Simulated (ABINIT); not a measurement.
# Be (Im-3m) in ABINIT: a series of runs

One crystal, Be, is run at these levels: PBE+D3, BP86+D3(BJ), TB-mBJ, rSCAN; tasks: band structure, equation of state.

Everything below comes from runs of ABINIT 10.8.3 (patched build). Logs are shortened: lines on timing, memory, paths and dates and some standing lists are left out, and cuts for length are marked. The log counts tension as positive stress, the text compression.

### Step 1. Starting point

It takes space group Im-3m (No. 229, cubic). The conventional cell has a = 2.506 Å, b = 2.506 Å, c = 2.506 Å, α = 90.00°, β = 90.00°, γ = 90.00°. Be (site symmetry m-3m) is surrounded by 8 Be at 2.17 Å.

This isn't the form of Be at room conditions, which is hcp.

### Step 2. Band structure, PBE+D3, collinear spin, ferromagnetic start

run.abi

```
# Datasets: ground state, then fixed potential
ndtset 2

# Pseudopotentials
pp_dirpath "./"
pseudos "Be.LDA_PW-JTH.xml"

# Structure
structure "poscar:POSCAR"
natom 1

# Plane-wave basis
ecut 15.0
pawecutdg 30.0

# Exchange and correlation
ixc 11
vdw_xc 6

# Bands and occupations
occopt 4
tsmear 0.00367493

# Spin
nsppol 2
spinat
     0.0000000000     0.0000000000     0.5000000000
magconon 2
magcon_lambda 0.01

# SCF cycle
nstep 100

# Output
iomode 3
prtwf 0
prteig 0
prtebands 0
prtden1 1

# Dataset 1
kptopt1 1
ngkpt1 15 15 15
nshiftk1 1
shiftk1 0.0 0.0 0.0
nband1 6
tolvrs1 1.0e-9

# Dataset 2: bands along G-H-N-G-P-H
iscf2 -2
getden2 1
nband2 10
nbdbuf2 2
tolwfr2 1.0e-12
kptopt2 -5
ndivsm2 6
prteig2 1
prtvol2 -3
kptbounds2
     0.0000000000     0.0000000000     0.0000000000
     0.5000000000    -0.5000000000     0.5000000000
     0.0000000000     0.0000000000     0.5000000000
     0.0000000000     0.0000000000     0.0000000000
     0.2500000000     0.2500000000     0.2500000000
     0.5000000000    -0.5000000000     0.5000000000
```

POSCAR

```
Be
1.0
   -1.2531209513      1.2531209513      1.2531209513
    1.2531209513     -1.2531209513      1.2531209513
    1.2531209513      1.2531209513     -1.2531209513
Be
1
Direct
    0.0000000000      0.0000000000      0.0000000000  Be
```

Potentials or basis: JTH PAW LDA v2.0.

Run with:

```sh
$ abinit run.abi > log 2>&1
```

run.abo:

```text
.Version 10.8.3 of ABINIT
 DATASET    1 : space group Im -3 m (#229); Bravais cI (body-center cubic)
================================================================================
 Values of the parameters that define the memory need for DATASET  1.
     intxc =       0    ionmov =       0      iscf =      17    lmnmax =       8
     lnmax =       4     mgfft =      16  mpssoang =       2    mqgrid =    3001
     natom =       1  nloc_mem =       2    nspden =       2   nspinor =       1
    nsppol =       2      nsym =      48    n1xccc =       1    ntypat =       1
    occopt =       4   xclevel =       2
       mpw =         154          nfft =        4096          nkpt =         120
 PAW method is used; the additional fine FFT grid is defined by:
   mgfftf=        24    nfftf =     13824
================================================================================
================================================================================

 DATASET    2 : space group Im -3 m (#229); Bravais cI (body-center cubic)
================================================================================
 Values of the parameters that define the memory need for DATASET  2.
     intxc =       0    ionmov =       0      iscf =      -2    lmnmax =       8
     lnmax =       4     mgfft =      16  mpssoang =       2    mqgrid =    3001
     natom =       1  nloc_mem =       2    nspden =       2   nspinor =       1
    nsppol =       2      nsym =      48    n1xccc =       1    ntypat =       1
    occopt =       4   xclevel =       2
       mpw =         164          nfft =        4096          nkpt =          35
 PAW method is used; the additional fine FFT grid is defined by:
   mgfftf=        24    nfftf =     13824
================================================================================
================================================================================

--------------------------------------------------------------------------------
------------- Echo of variables that govern the present computation ------------
--------------------------------------------------------------------------------
 -outvars: echo values of preprocessed input variables --------
            acell      1.0000000000E+00  1.0000000000E+00  1.0000000000E+00 Bohr
              amu      9.01218200E+00
             ecut      1.50000000E+01 Hartree
           getden1          0
           getden2          1
             iscf1         17
             iscf2         -2
              ixc          11
           jdtset        1    2
           kptopt1          1
           kptopt2         -5
         kptrlatt       15    0    0      0   15    0      0    0   15
          kptrlen1     6.15238840E+01
          kptrlen2     3.00000000E+01
         magconon           2
            natom           1
            nband1          6
            nband2         10
           nbdbuf1          0
           nbdbuf2          2
           ndtset           2
           ndivsm1          0
           ndivsm2          6
            ngfft          16      16      16
          ngfftdg          24      24      24
             nkpt1        120
             nkpt2         35
           nspden           2
           nsppol           2
            nstep         100
             nsym          48
           ntypat           1
           occopt           4
        pawecutdg      3.00000000E+01 Hartree
         pawxcdev           0
        prtebands           0
           prteig1          0
           prteig2          1
           prtvol1          0
           prtvol2         -3
            prtwf           0
            rprim     -2.3680554006E+00  2.3680554006E+00  2.3680554006E+00
                       2.3680554006E+00 -2.3680554006E+00  2.3680554006E+00
                       2.3680554006E+00  2.3680554006E+00 -2.3680554006E+00
           shiftk1     0.00000000E+00  0.00000000E+00  0.00000000E+00
           shiftk2     5.00000000E-01  5.00000000E-01  5.00000000E-01
          spgroup         229
[... 44 lines left out ...]
   1.52233    1.52557
 kpt#   2, nband= 10, wtk=  1.00000, kpt=  0.0625 -0.0625  0.0625 (reduced coord)
  -3.42062   -0.13826    0.96718    0.96877    0.99477    1.33395    1.38120    1.38165
   1.44296    1.56866
 kpt#   3, nband= 10, wtk=  1.00000, kpt=  0.1250 -0.1250  0.1250 (reduced coord)
  -3.42061   -0.10785    0.86699    0.86819    0.96300    1.15589    1.37543    1.37596
   1.48401    1.68199
 kpt#   4, nband= 10, wtk=  1.00000, kpt=  0.1875 -0.1875  0.1875 (reduced coord)
  -3.42022   -0.05669    0.75147    0.75236    0.93542    1.00502    1.42292    1.42339
   1.55245    1.76734
 kpt#   5, nband= 10, wtk=  1.00000, kpt=  0.2500 -0.2500  0.2500 (reduced coord)
  -3.41960    0.01576    0.64585    0.64656    0.88150    0.92078    1.50729    1.50774
   1.51699    1.64824
 kpt#   6, nband= 10, wtk=  1.00000, kpt=  0.3125 -0.3125  0.3125 (reduced coord)
  -3.41935    0.10995    0.55971    0.56031    0.78543    0.91676    1.25933    1.62156
[... 73 lines left out ...]
 kpt#  31, nband= 10, wtk=  1.00000, kpt=  0.3571 -0.0714  0.3571 (reduced coord)
  -3.41967    0.25514    0.25842    0.49923    0.86025    1.26143    1.26449    1.38001
   1.84546    1.84662
 kpt#  32, nband= 10, wtk=  1.00000, kpt=  0.3929 -0.1786  0.3929 (reduced coord)
  -3.41955    0.28336    0.28664    0.48500    0.94527    1.05620    1.05935    1.44619
   1.87570    1.87681
 kpt#  33, nband= 10, wtk=  1.00000, kpt=  0.4286 -0.2857  0.4286 (reduced coord)
  -3.41891    0.33465    0.33794    0.46580    0.87580    0.87900    0.97168    1.62789
   1.92715    1.92820
 kpt#  34, nband= 10, wtk=  1.00000, kpt=  0.4643 -0.3929  0.4643 (reduced coord)
  -3.41862    0.40158    0.40487    0.45038    0.73077    0.73396    0.97490    1.86758
   1.99106    1.99192
 kpt#  35, nband= 10, wtk=  1.00000, kpt=  0.5000 -0.5000  0.5000 (reduced coord)
  -3.41980    0.44394    0.44570    0.44844    0.66106    0.66424    0.97403    2.02935
   2.03042    2.03065
 Eigenvalues (hartree) for nkpt=  35  k points, SPIN DOWN:
 kpt#   1, nband= 10, wtk=  1.00000, kpt=  0.0000  0.0000  0.0000 (reduced coord)
  -3.41660   -0.14754    1.01313    1.01313    1.01313    1.43073    1.43073    1.43073
   1.52386    1.52386
 kpt#   2, nband= 10, wtk=  1.00000, kpt=  0.0625 -0.0625  0.0625 (reduced coord)
  -3.41669   -0.13746    0.97172    0.97172    0.99752    1.33450    1.38243    1.38243
   1.44443    1.56790
 kpt#   3, nband= 10, wtk=  1.00000, kpt=  0.1250 -0.1250  0.1250 (reduced coord)
  -3.41668   -0.10705    0.87073    0.87073    0.96548    1.15641    1.37682    1.37682
   1.48551    1.68162
 kpt#   4, nband= 10, wtk=  1.00000, kpt=  0.1875 -0.1875  0.1875 (reduced coord)
  -3.41628   -0.05588    0.75463    0.75463    0.93767    1.00552    1.42448    1.42448
   1.55397    1.76850
 kpt#   5, nband= 10, wtk=  1.00000, kpt=  0.2500 -0.2500  0.2500 (reduced coord)
  -3.41567    0.01659    0.64866    0.64866    0.88201    0.92284    1.50897    1.50897
   1.51792    1.64977
 kpt#   6, nband= 10, wtk=  1.00000, kpt=  0.3125 -0.3125  0.3125 (reduced coord)
  -3.41542    0.11082    0.56232    0.56232    0.78592    0.91857    1.26043    1.62329
[... 74 lines left out ...]
  -3.41574    0.25746    0.25746    0.50222    0.86349    1.26346    1.26346    1.38206
   1.84743    1.84743
 kpt#  32, nband= 10, wtk=  1.00000, kpt=  0.3929 -0.1786  0.3929 (reduced coord)
  -3.41562    0.28573    0.28573    0.48820    0.94892    1.05812    1.05812    1.44769
   1.87763    1.87763
 kpt#  33, nband= 10, wtk=  1.00000, kpt=  0.4286 -0.2857  0.4286 (reduced coord)
  -3.41498    0.33711    0.33711    0.46920    0.87761    0.87761    0.97511    1.62948
   1.92900    1.92900
 kpt#  34, nband= 10, wtk=  1.00000, kpt=  0.4643 -0.3929  0.4643 (reduced coord)
  -3.41469    0.40426    0.40426    0.45392    0.73234    0.73234    0.97805    1.86942
   1.99269    1.99269
 kpt#  35, nband= 10, wtk=  1.00000, kpt=  0.5000 -0.5000  0.5000 (reduced coord)
  -3.41587    0.44810    0.44810    0.44810    0.66233    0.66233    0.97707    2.03144
   2.03144    2.03144

== END DATASET(S) ==============================================================
================================================================================

 -outvars: echo values of variables after computation  --------
            acell      1.0000000000E+00  1.0000000000E+00  1.0000000000E+00 Bohr
           etotal1    -1.4771070045E+01
            fcart1    -0.0000000000E+00 -0.0000000000E+00 -0.0000000000E+00
            rprim     -2.3680554006E+00  2.3680554006E+00  2.3680554006E+00
                       2.3680554006E+00 -2.3680554006E+00  2.3680554006E+00
                       2.3680554006E+00  2.3680554006E+00 -2.3680554006E+00
           strten1     5.8746922844E-04  5.8746922844E-04  5.8746922844E-04
                       0.0000000000E+00  0.0000000000E+00  0.0000000000E+00
 Calculation completed.
```

Run time: 7.7 s. Hardware: 1 thread of Arm Neoverse V1, shared host; peak memory 0.1 GiB.

What came out:

| Property | Result |
| --- | --- |
| Band gap on the k mesh | none (metal or under the smearing width) |
| Net moment | 0.02 μB per cell |
| Valence electrons inside the program's atomic spheres | Be 2.63 (radii [0.8505] Å) |

Levels at points of the mesh, in eV from the Fermi level:
Spin up:
```
           k point  band 2  band 3  band 4  band 5  band 6
(0.00, 0.00, 0.00)  -12.25   19.17   19.17   19.17   30.67
```
Spin down:
| k point | band 2 | band 3 | band 4 | band 5 |
| --- | --- | --- | --- | --- |
| (0.00, 0.00, 0.00) | -12.08 | 19.64 | 19.64 | 19.64 |

Caveat: the cutoff is too short for stress, so the log's stress isn't used; moments held by a penalty levels and stress carry it; the PAW data sets were made with another functional, which shifts forces and pressure a little; pairwise dispersion overbinds metals, which lowers pressure and volume.

### Step 3. Equation of state, BP86+D3(BJ), spin-orbit coupling, no magnetisation

run.abi

```
ndtset 7
getwfk -1
scalecart1 3*0.9795861087
scalecart2 3*0.9864848297
scalecart3 3*0.9932883884
scalecart4 3*1.0000000000
scalecart5 3*1.0066227096
scalecart6 3*1.0131594038
scalecart7 3*1.0196128224

pp_dirpath "./"
pseudos "Be.GGA_PBE-JTH.xml"

acell 2.1704691557 2.1704691557 2.1704691557 Angstrom
rprim
    -0.5773502692     0.5773502692     0.5773502692
     0.5773502692    -0.5773502692     0.5773502692
     0.5773502692     0.5773502692    -0.5773502692
ntypat 1
znucl 4
natom 1
typat 1
xred
     0.0000000000     0.0000000000     0.0000000000

ecut 15.0
pawecutdg 30.0

kptopt 4
ngkpt 15 15 15
nshiftk 1
shiftk 0.0 0.0 0.0

ixc -106132
vdw_xc 7
vdw_tol_3bt 1.0e-9

nband 12
occopt 5
tsmear 0.00099958

nspinor 2
nspden 1
pawspnorb 1

nstep 100
tolvrs 1.0e-9
nline 2

iomode 3
prtwf 1
prtden 0
prteig 0
prtebands 0
enunit 1
```

Potentials or basis: JTH PAW PBE v2.0.

Run with:

```sh
$ abinit run.abi > log 2>&1
```

Run time: 76 s. Hardware: 1 thread of Arm Neoverse V1, shared host; peak memory 0.11 GiB.

The run converged. Its results:

- Equilibrium volume: 6.97 Å³/atom (rough: see the caveat)
- Bulk modulus: 121 GPa (rough)

Energy against volume, from the lowest point:
```
volume (Å³/atom)  energy (meV/atom)
           7.399               0.00
           7.556               8.24
           7.714              18.18
           7.871              29.52
           8.029              44.01
           8.186              60.12
           8.343              76.83
```

Caveat: the cutoff is too short for stress, so the log's stress isn't used; pressures at fixed basis lie under the slope of the energies; the fit is doubtful: noisy points or a state that changes with volume; the minimum lies outside the volumes run; the PAW data sets were made with another functional, which shifts forces and pressure a little.

### Step 4. Band structure, TB-mBJ, collinear spin, random start

run.abi

```
# Datasets: ground state, then fixed potential
ndtset 2

# Pseudopotentials
pp_dirpath "./"
pseudos "Be.LDA_PW-JTH.xml"

# Structure
structure "poscar:POSCAR"
natom 1

# Plane-wave basis
ecut 25.0
pawecutdg 47.0

# Exchange and correlation
ixc -208012
usekden 1
pawxcdev 0

# Bands and occupations
occopt 4
tsmear 0.05 eV

# Spin
nsppol 2
spinat
     0.0000000000     0.0000000000    -0.1600000000

# SCF cycle
nstep 100
diemix 0.3
diemixmag 2.0
optforces 0
optstress 0

# Output
iomode 3
prtwf 0
prteig 0
prtebands 0
prtden1 1
prtkden1 1

# Dataset 1
kptopt1 1
ngkpt1 15 15 15
nshiftk1 1
shiftk1 0.0 0.0 0.0
nband1 6
tolvrs1 1.0e-7

# Dataset 2: bands along G-H-N-G-P-H
iscf2 -2
getden2 1
getkden2 1
nband2 10
nbdbuf2 2
tolwfr2 1.0e-12
kptopt2 -5
ndivsm2 5
prteig2 1
prtvol2 -3
kptbounds2
     0.0000000000     0.0000000000     0.0000000000
     0.5000000000    -0.5000000000     0.5000000000
     0.0000000000     0.0000000000     0.5000000000
     0.0000000000     0.0000000000     0.0000000000
     0.2500000000     0.2500000000     0.2500000000
     0.5000000000    -0.5000000000     0.5000000000
```

POSCAR is that of step 2.

Potentials or basis: JTH PAW LDA v2.0.

Run with:

```sh
$ abinit run.abi > log 2>&1
```

Wall time 2.6 min (1 thread of Arm Neoverse V1, shared host); peak memory 0.11 GiB.

It converged, with:

- Band gap on the k mesh: none (metal or under the smearing width)
- Net moment: 0.00 μB per cell
- Valence electrons inside the program's atomic spheres: Be 2.61 (radii [0.8505] Å)

Levels at the corners of the path, in eV from the Fermi level:
Spin up:
| point | band 2 | band 3 | band 4 | band 5 |
| --- | --- | --- | --- | --- |
| Γ | -12.21 | 19.56 | 19.56 | 19.56 |
| H | 4.20 | 4.20 | 4.20 | 9.74 |
| N | -5.13 | 0.48 | 12.52 | 15.56 |
| Γ | -12.21 | 19.56 | 19.56 | 19.56 |
| P | 0.70 | 0.70 | 0.70 | 9.39 |
| H | 4.20 | 4.20 | 4.20 | 9.74 |
Spin down:
```tsv
point	band 2	band 3	band 4	band 5	band 6
Γ	-12.21	19.56	19.56	19.56	31.25
H	4.20	4.20	4.20	9.74	9.74
N	-5.13	0.48	12.52	15.56	20.61
Γ	-12.21	19.56	19.56	19.56	31.25
P	0.70	0.70	0.70	9.39	36.55
H	4.20	4.20	4.20	9.74	9.74
```

Caveat: Libxc's GGAs can fail where the two spin gradients oppose each other; the constant c of TB-mBJ comes from the pseudo density here, which moves gaps by up to 0.3 eV between sets of potentials; the PAW data sets were made with another functional, which shifts forces and pressure a little.

### Step 5. Band structure, rSCAN (volume scaled by 0.8)

run.abi

```
ndtset 2

pp_dirpath "./"
pseudos "Be.GGA_PBE-JTH.xml"

structure "poscar:POSCAR"
natom 1
chkprim 0
chksymtnons 0
tolsym 1.0e-6

ecut 489.804952 eV
pawecutdg 36.0

ixc -493494
usekden 1
pawxcdev 0

occopt 7
tsmear 0.1 eV

nstep 100

iomode 3
prtwf 0
prteig 0
prtebands 0
prtden1 1
prtkden1 1
prtvha1 1
prtvclmb1 1
prtpot1 1

kptopt1 1
ngkpt1 15 15 15
nshiftk1 1
shiftk1 0.0 0.0 0.0
nband1 6
tolvrs1 1.0e-7

iscf2 -2
getden2 1
getkden2 1
nband2 10
nbdbuf2 2
tolwfr2 1.0e-12
kptopt2 -5
ndivsm2 8
prteig2 1
kptbounds2
     0.0000000000     0.0000000000     0.0000000000
     0.5000000000    -0.5000000000     0.5000000000
     0.0000000000     0.0000000000     0.5000000000
     0.0000000000     0.0000000000     0.0000000000
     0.2500000000     0.2500000000     0.2500000000
     0.5000000000    -0.5000000000     0.5000000000
```

POSCAR

```
Be
1.0
   -1.1632944429      1.1632944429      1.1632944429
    1.1632944429     -1.1632944429      1.1632944429
    1.1632944429      1.1632944429     -1.1632944429
Be
1
Direct
    0.0000000000      0.0000000000      0.0000000000  Be
```

Potentials or basis: JTH PAW PBE v2.0.

Run with:

```sh
$ abinit run.abi > log 2>&1
```

It took 13 s on 1 thread of Arm Neoverse V1, shared host; peak memory 0.11 GiB.

Results (log left out):

```yaml
Free_energy: -402.3121 eV
Band_gap_on_the_k_mesh: none (metal or under the smearing width)
Valence_electrons_inside_the_program's_atomic_spheres: Be 2.76 (radii [0.8505] Å)
```

Levels at the corners of the path, in eV from the Fermi level:
```
point  band 2  band 3  band 4  band 5
    Γ  -14.33   25.14   25.14   25.14
    H    5.36    5.36    5.36   11.47
    N   -6.33    1.26   15.98   19.71
    Γ  -14.33   25.14   25.14   25.14
    P    0.84    0.84    0.84   13.38
    H    5.36    5.36    5.36   11.47
```

Caveat: the cutoff is too short for stress, so the log's stress isn't used; the PAW data sets were made with another functional, which shifts forces and pressure a little.

### Step 6. The reference run

An earlier run on the cell as given: functional PBE; potentials or basis JTH PAW PBE v2.0; cutoff 408 eV; k mesh 15 × 15 × 15; occupations fermi-dirac, width 0.05 eV; no spin polarisation.

- Band gap on the k mesh: none (metal or under the smearing width)
- Valence electrons inside the program's atomic spheres: Be 2.63 (radii [0.8505] Å)

### Step 7. Overview

| task | level | potentials or basis | spin | cell | cutoff (eV) | smearing | fine-grid cutoff | moment constraint | constraint weight | line searches a band (nline) | three-body term of D3 | other keys | gap on the mesh (eV) | moment (μB) |
| --- | --- | --- | --- | --- | --- | --- | --- | --- | --- | --- | --- | --- | --- | --- |
| band structure | PBE+D3 | JTH PAW LDA v2.0 | collinear, ferromagnetic start | as given | 408 | cold (ABINIT) 0.1 eV | 816.342 eV | 2 | 0.01 | - | - | - | none | 0.02 |
| equation of state | BP86+D3(BJ) | JTH PAW PBE v2.0 | SOC, no magnetisation | as given | 408 | cold-b (ABINIT) 0.0272 eV | 816.342 eV | - | - | 2 | yes | nline = 2; width = 0.0272; vdw3 = yes | - | - |
| band structure | TB-mBJ | JTH PAW LDA v2.0 | collinear, random start | as given | 680 | cold (ABINIT) 0.05 eV | 1278.94 eV | - | - | - | - | diemixmag = 2 | none | 0.00 |
| band structure | rSCAN | JTH PAW PBE v2.0 | off | volume scaled by 0.8 | 490 | gaussian 0.1 eV | 979.61 eV | - | - | - | - | - | none | - |
| single point | PBE | JTH PAW PBE v2.0 | off | as given | 408 | fermi-dirac 0.05 eV | 816.342 eV | - | - | - | - | - | none | - |

Alike in all rows: k mesh 15 × 15 × 15.

Caveats: the PAW data sets were made with another functional, which shifts forces and pressure a little (some runs); moments held by a penalty levels and stress carry it (some runs); pairwise dispersion overbinds metals, which lowers pressure and volume (some runs); pressures at fixed basis lie under the slope of the energies (some runs); the fit is doubtful: noisy points or a state that changes with volume (some runs); the minimum lies outside the volumes run (some runs); Libxc's GGAs can fail where the two spin gradients oppose each other (some runs).

Absolute energies hang on the potentials; compare differences alone.
